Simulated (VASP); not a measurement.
All values below come from PBEsol GGA, VASP's PBE PAW potentials (set 64) (plane waves; VASP).

Input for VASP

### POSCAR
```
RuO2
1
    4.4653941218    -0.0000000000     0.0000000000
   -0.0000000000     4.4653941218     0.0000000000
    0.0000000000     0.0000000000     3.0950303808
Ru O
2 4
Direct
  0.0000000000   0.0000000000   0.0000000000
  0.5000000000   0.5000000000   0.5000000000
  0.3060354179   0.3060354179   0.0000000000
  0.8060354179   0.1939645821   0.5000000000
  0.1939645821   0.8060354179   0.5000000000
  0.6939645821   0.6939645821   0.0000000000
```

INCAR:
```
ALGO=Normal
EDIFF=1E-7
ENCUT=520
GGA=PS
ICHARG=11
ISMEAR=0
LASPH=.TRUE.
LCHARG=.FALSE.
LMAXMIX=4
LORBIT=11
LREAL=.FALSE.
LWAVE=.FALSE.
NELM=100
PREC=Accurate
SIGMA=0.05
SYSTEM=RuO2
```

KPOINTS:
```
k-points along high-symmetry lines
10
Line-mode
Reciprocal
  0.000000   0.000000   0.000000 ! GAMMA
  0.000000   0.500000   0.000000 ! X

  0.000000   0.500000   0.000000 ! X
  0.500000   0.500000   0.000000 ! M

  0.500000   0.500000   0.000000 ! M
  0.000000   0.000000   0.000000 ! GAMMA

  0.000000   0.000000   0.000000 ! GAMMA
  0.000000   0.000000   0.500000 ! Z

  0.000000   0.000000   0.500000 ! Z
  0.000000   0.500000   0.500000 ! R

  0.000000   0.500000   0.500000 ! R
  0.500000   0.500000   0.500000 ! A

  0.500000   0.500000   0.500000 ! A
  0.000000   0.000000   0.500000 ! Z

  0.000000   0.500000   0.000000 ! X
  0.000000   0.500000   0.500000 ! R

  0.500000   0.500000   0.000000 ! M
  0.500000   0.500000   0.500000 ! A
```

POTCAR, in this order: Ru_pv O (PBE.64 set). Program: vasp_std. Read from the step before: CHGCAR.

What VASP printed:

### OUTCAR
```
 ion  position               nearest neighbor table
   1  0.000  0.000  0.000-   3 1.93   6 1.93   5 1.97   4 1.97   4 1.97   5 1.97
   2  0.500  0.500  0.500-   4 1.93   5 1.93   3 1.97   6 1.97   3 1.97   6 1.97
   3  0.306  0.306  0.000-   1 1.93   2 1.97   2 1.97
   4  0.806  0.194  0.500-   2 1.93   1 1.97   1 1.97
   5  0.194  0.806  0.500-   2 1.93   1 1.97   1 1.97
   6  0.694  0.694  0.000-   1 1.93   2 1.97   2 1.97
  LATTYP: Found a simple tetragonal cell.
 ALAT       =     4.4653941218
 C/A-ratio  =     0.6931147165
 Subroutine PRICEL returns:
 Original cell was already a primitive cell.
 Subroutine GETGRP returns: Found 16 space group operations
The static configuration has the point symmetry D_2h.
 The point group associated with its full space group is D_4h.
The dynamic configuration has the point symmetry D_2h.
 Subroutine INISYM returns: Found 16 space group operations
   k-points           NKPTS =     90   k-points in BZ     NKDIM =     90   number of bands    NBANDS=     31
   number of dos      NEDOS =    301   number of ions     NIONS =      6
   total plane-waves  NPLWV =  31104
   dimension x,y,z NGX =    36 NGY =   36 NGZ =   24
   dimension x,y,z NGXF=    72 NGYF=   72 NGZF=   48
   ions per type =               2   4
   PREC   = accura    normal or accurate (medium, high low for compatibility)
   ISTART =      0    job   : 0-new  1-cont  2-samecut
...
```

**OSZICAR**
```
       N       E                     dE             d eps       ncg     rms          rms(c)
DAV:   1     0.535197829913E+03    0.53520E+03   -0.31568E+04  5588   0.176E+03
DAV:   2    -0.185010754733E+02   -0.55370E+03   -0.53791E+03  6428   0.496E+02
DAV:   3    -0.474578343921E+02   -0.28957E+02   -0.28331E+02  6826   0.112E+02
DAV:   4    -0.480166743453E+02   -0.55884E+00   -0.55744E+00  6399   0.149E+01
DAV:   5    -0.480325704838E+02   -0.15896E-01   -0.15895E-01  6961   0.221E+00
DAV:   6    -0.480332672034E+02   -0.69672E-03   -0.69672E-03  7063   0.380E-01
DAV:   7    -0.480332769857E+02   -0.97822E-05   -0.97815E-05  7044   0.458E-02
DAV:   8    -0.480332771612E+02   -0.17557E-06   -0.17567E-06  6568   0.554E-03
DAV:   9    -0.480332771656E+02   -0.43647E-08   -0.44701E-08  4536   0.889E-04
   1 F= -.48033277E+02 E0= -.48031374E+02  d E =-.380618E-02
```

OUTCAR:
```
 val. band max:        6.9517120496   @ k =   0.5000   0.5000   0.3333

 cond. band min:       6.9698093854   @ k =   0.0000   0.0556   0.5000



 k-point     1 :       0.0000    0.0000    0.0000
  band No.  band energies     occupation
      1     -36.7700      2.00000
      2     -36.7700      2.00000
      3     -36.3019      2.00000
      4     -36.3019      2.00000
      5     -36.3019      2.00000
      6     -36.2750      2.00000
      7     -13.3184      2.00000
      8     -12.2131      2.00000
      9     -11.1693      2.00000
     10     -11.1693      2.00000
     11      -1.6565      2.00000
     12      -1.5404      2.00000
     13      -0.4282      2.00000
     14       0.0224      2.00000
     15       0.0224      2.00000
     16       2.6605      2.00000
     17       2.6942      2.00000
     18       2.6942      2.00000
     19       4.1711      2.00000
     20       4.6288      2.00000
     21       4.6288      2.00000
     22       5.1798      2.00000
     23       5.4508      2.00000
     24       5.5568      2.00000
     25       5.6341      2.00000
     26       5.6341      2.00000
     27       6.1380      2.00000
     28       8.6199      0.00000
     29       8.8439      0.00000
     30      11.6933      0.00000
     31      11.6933      0.00000

 k-point     2 :       0.0000    0.0556    0.0000
  band No.  band energies     occupation
      1     -36.7700      2.00000
      2     -36.7700      2.00000
      3     -36.3020      2.00000
      4     -36.3020      2.00000
      5     -36.3017      2.00000
      6     -36.2752      2.00000
      7     -13.3061      2.00000
      8     -12.2100      2.00000
      9     -11.1860      2.00000
     10     -11.1773      2.00000
     11      -1.6328      2.00000
     12      -1.5122      2.00000
     13      -0.4064      2.00000
     14       0.0250      2.00000
     15       0.0268      2.00000
     16       2.6456      2.00000
     17       2.6490      2.00000
     18       2.6690      2.00000
...
```

The density is held fixed in this step, so its total energy and stress have no physical meaning.

The compound is RuO2 in the rutile structure. It was relaxed first.
